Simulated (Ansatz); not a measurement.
Sb, DFT, PBE, PAW with Ansatz's default frozen-core files, scalar-relativistic (Ansatz 0.2.0), run on 1 thread of Arm Neoverse V1 on a shared host.

The cell is COD entry 9013008, as deposited and not checked against the literature; nothing was relaxed. The listed cell was then made from it by scaling, straining or moving an atom.

Command: `ansatz run input.yaml --threads 1 --pin off --max-ram 2048MiB --backend cpu --events-out ev --progress --plain --runs-dir out`

```yaml
crystal:
  lattice:
    - [3.1365633354, 0.0, 0.0]
    - [0.0, 3.1365633354, 0.0]
    - [0.0, 0.0, 3.2074]
  atoms:
    - { symbol: Sb, position: [0.0, 0.0, 0.0] }
kpoints:
  mp_grid: { grid: [13, 13, 13] }
scf:
  occupations: { method: fermi_dirac, width: 0.05 }
hamiltonian:
  xc: pbe
  pseudopotentials: { kind: paw }
output:
  forces: true
  stress: true
  eigenvalues: true
  efg: { contact_densities: true }
  write_density: true
  write_potential: true
  elf: true
  volumetric_format: npy
```

**Question.** How large is the problem that the program sets up?

**Answer.** 196 irreducible k-points, 619 plane waves at Γ, 12 bands.

**Question.** Estimate the wall time and the peak memory.

**Answer.** 6.7 s of wall time for 6 SCF iterations, with a peak of 0.38 GiB. Times on shared machines scatter by tens of per cent.

**Question.** And the same cell and mesh by LAPW (all electrons), asked for forces, stress, eigenvalues, on the same hardware?

**Answer.** 13 s, peak memory 0.34 GiB.

**Question.** And the same cell and mesh by crystal-made all-electron datasets, asked for forces, stress, eigenvalues, efg, on the same hardware?

**Answer.** 5.8 s, peak memory 0.35 GiB.
